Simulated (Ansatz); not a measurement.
**Compressing Al₃Cu: a fit and a missing row**

Al₃Cu, Pm-3m, a = 3.889 Å. The structure is a Materials Project entry; whether it is the stable form wasn't checked. Ansatz: r2SCAN, PAW, 500 eV, Γ-centred 12×12×12 mesh on 4 atoms, Gaussian smearing 0.10 eV; no spin polarisation. Symmetry fixes shape and atoms, so the cell is only scaled; pressure is positive in compression.

```tsv
V (Å³/atom)	P (GPa)
12.941	?
13.382	12.14
13.824	7.44
14.265	3.42
14.706	-0.01
15.147	-2.95
15.588	-5.45
16.177	-8.21
```

Question: Take V0 = 14.706 Å³/atom, count pressures from its P0 = -0.01 GPa, fit the third-order Birch–Murnaghan form to the other rows, and predict the missing pressure.

Answer: With the Eulerian strain f = ½[(V0/V)^(2/3) − 1] and y = (P − P0)/[3f(1 + 2f)^(5/2)], the form is the line y = B0 + 1.5 B0 (B0′ − 4) f. Rows (f, y): 0.03246, 106.6; 0.02105, 106.4; 0.01025, 106.0; -0.00975, 105.6; -0.01904, 104.9; -0.03079, 104.1. Means f = 0.0006967, y = 105.60; Σ(Δf)² = 0.003005, ΣΔfΔy = 0.1129; the slope is their ratio. y = 105.6 + 37.58 f GPa, so B0 = 105.6 GPa and B0′ = 4 + 2 × (37.58)/(3 × 105.6) = 4.24. At V = 12.941, f = 0.04449, y = 107.27 and P = 17.71 GPa. The run gave 17.64 GPa, so the fit is 0.07 GPa too high, a small miss on the scale of the series.